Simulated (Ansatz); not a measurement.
# What a trial cell of SiNi3 relaxes into

Method: DFT PBE, scalar-relativistic, plane waves, PAW in Ansatz 0.2.0. Cutoff 420 eV, Γ-centred k mesh, Gaussian smearing, no spin polarisation in the final step.

The start puts SiNi3 on the Li3N structure type (P6/mmm, No. 191), with Si in place of N, Ni in place of Li, at a guessed volume.

```xyz
4
Lattice="3.6767 0.0000 0.0000 -1.8384 3.1842 0.0000 0.0000 0.0000 3.8804" Properties=species:S:1:pos:R:3 pbc="T T T"
Si    0.0000    0.0000    0.0000
Ni    0.0000    0.0000    1.9402
Ni    0.0000    2.1228    0.0000
Ni    1.8384    1.0614    0.0000
```

Cell and atoms relax at zero pressure; the relaxation can't lower the symmetry of the start. After a coarse first stage the cell is made exact in the group found at 0.06 Å.

The zero of energy is the elements' standard structures at the same level; no fitted shifts are applied.

(1) What does it relax into?

(2) What are its volume, energy, density and gap?

## Answers

(1) It keeps P6/mmm (No. 191). The result has the Li3N structure. Conventional cell: a = 4.033 Å, c = 4.318 Å. Around Si lie 2 Ni at 2.16 Å and 6 Ni at 2.33 Å; around Ni on Wyckoff site b (1 atom of the primitive cell) lie 2 Si at 2.16 Å; Ni on Wyckoff site c (2 atoms of the primitive cell) is coordinated by 3 Ni at 2.33 Å and 3 Si at 2.33 Å.

```
Si Ni
1.0
     4.03288    0.00000    0.00000
    -2.01644    3.49258    0.00000
     0.00000    0.00000    4.31829
Si Ni
1 3
Direct
  0.00000 0.00000 0.00000
  0.00000 0.00000 0.50000
  0.33333 0.66667 0.00000
  0.66667 0.33333 0.00000
```

(2) The volume per atom is 15.21 Å³, the density is 5.57 g/cm³ and the energy over the elements is 0.37 eV/atom. The gap on the 12×12×12 mesh is 0 eV (a metal).

The final run used a 12×12×12 mesh on its 4-atom cell and 0.10 eV smearing. The k mesh leaves about 4 meV/atom of noise in metals. A structure relaxed within its symmetry needn't be a true minimum.

Cost: 3 runs of about 0.84 core-minutes in all, on Intel Xeon 6975P-C (Granite Rapids) (shared hosts).